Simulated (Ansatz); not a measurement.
A 3-atom cell of Te (P3_121) from a materials database, relaxed with r2SCAN+rVV10 in the PAW code Ansatz. It is trigonal, P3_121 (No. 152); a = 4.471 Å, c = 5.949 Å in the conventional setting, 34.33 Å³ an atom. Around Te lie 2 Te at 2.85 Å.

The axes x, y and z are those of this cell:
```
CELL_PARAMETERS angstrom
4.47126 0.00000 0.00000
-2.23563 3.87222 0.00000
0.00000 0.00000 5.94875
ATOMIC_POSITIONS crystal
Te 0.26419 0.00000 0.33333
Te 0.00000 0.26419 0.66667
Te 0.73581 0.73581 0.00000
```

Unstrained: With r2SCAN the valence top lies at k = (1/3, 1/3, 0.470) and the conduction bottom at H, 0.329 eV higher; the smallest vertical gap, at H, is 0.360 eV. With HSE06 the valence top lies at k = (1/3, 1/3, 0.470) and the conduction bottom at H, 0.602 eV higher; the smallest vertical gap, at H, is 0.632 eV. Meshes: r2SCAN 6×6×4, HSE06 6×6×4. Strains are changes of length per length. After each strain the atoms were relaxed again with r2SCAN+rVV10 within the symmetry that the strain leaves, so tilts or polar shifts that break it weren't tested; points keep the names that they have in the unstrained zone. Calculated for a static, non-magnetic cell.

Question: For epitaxial -4.93 % in the xy plane, how far does the free direction move, and what happens to the gap?

Answer: The normal strain at zero normal stress is +3.45 %, 0.70 of the in-plane strain with the sign turned. r2SCAN: gap 0.33 before, 0 after (eV); it has closed. HSE06: the gap goes from 0.602 to 0.181 eV (-0.421 eV); it turns from indirect ((1/3, 1/3, 0.470) → H) to direct (H); least and direct gap lie within 0.04 eV, so its kind isn't settled.

Question: Estimate what uniaxial -2.71 % along z, other directions held does to the gap.

Answer: r2SCAN: the gap goes from 0.329 to 0.423 eV (+0.094 eV); the edges go from (1/3, 1/3, 0.470) → H to (0.286, 0.357, -1/2) → A. HSE06: the gap goes from 0.602 to 0.716 eV (+0.114 eV); the edges go from (1/3, 1/3, 0.470) → H to (0.286, 0.357, -1/2) → Γ–A (0.91).

Question: Estimate what isotropic +5.8 % on every length does to the gap.

Answer: r2SCAN: the gap goes from 0.329 to 0.224 eV (-0.105 eV); the edges go from (1/3, 1/3, 0.470) → H to (1/3, 1/3, 0.448) → H. HSE06: the gap goes from 0.602 to 0.548 eV (-0.054 eV); the edges go from (1/3, 1/3, 0.470) → H to (1/3, 1/3, 0.448) → H.

Question: Apply uniaxial +1.91 % along x, other directions held. How far does the gap move, against the unstrained cell?

Answer: r2SCAN: the gap goes from 0.329 to 0.376 eV (+0.047 eV); the edges go from (1/3, 1/3, 0.470) → H to (1/3, 0.332, 0.469) → H. HSE06: the gap goes from 0.602 to 0.656 eV (+0.054 eV); the edges go from (1/3, 1/3, 0.470) → H to (1/3, 0.332, 0.469) → H.

No spin-orbit coupling is included; it can move band edges with weight on the heavy atoms by tenths of an eV.

Where an edge lies off the special points, it is a point of the mesh or the k point where a search put PBE's edge or least direct gap, reused for the other functionals, whose own edges may lie a little apart.

Coordinates of k points refer to the reciprocal vectors of the primitive cell of the runs.

The meshes of the hybrids are coarse, so their gaps aren't converged to the digits shown.
